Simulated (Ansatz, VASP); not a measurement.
SrTiO3 (Tausonite) in VASP and in Ansatz

```
Sr Ti O
1.0
     3.87551    0.00000    0.00000
     0.00000    3.87551    0.00000
     0.00000    0.00000    3.87551
Sr Ti O
1 1 3
Direct
  0.50000 0.50000 0.50000
  0.00000 0.00000 0.00000
  0.50000 0.00000 0.00000
  0.00000 0.50000 0.00000
  0.00000 0.00000 0.50000
```

Alike in both runs: functional PBEsol; k mesh 8 × 8 × 8; no spin polarisation.

Ansatz relaxed the structure, and its values are those at the end. VASP's run is a single point on that final structure, the one shown.

|  | VASP | Ansatz |
| --- | --- | --- |
| version | VASP 6.6.1 | Ansatz 0.2.0 |
| potentials or method | VASP PAW PBE potentials, release 64 (Sr_sv, Ti_sv, O) | scalar-relativistic, plane waves, PAW |
| plane-wave cutoff (eV) | 520 | 420 |
| occupations | gaussian, width 0.01 eV | fixed |
| valence electrons in the cell | 40 | 40 |

|  | VASP | Ansatz | Ansatz less VASP |
| --- | --- | --- | --- |
| gap on the k mesh at the Fermi level (eV) | 1.84 | 1.87 | +0.033 |
| least direct gap on the mesh (eV) | 2.18 | 2.21 | +0.021 |
| pressure (GPa) | 3.0 | 2.3 | -0.71 |

Caveats: the PAW data sets were made with another functional, which shifts forces and pressure a little (VASP). A k mesh can miss the band edges.
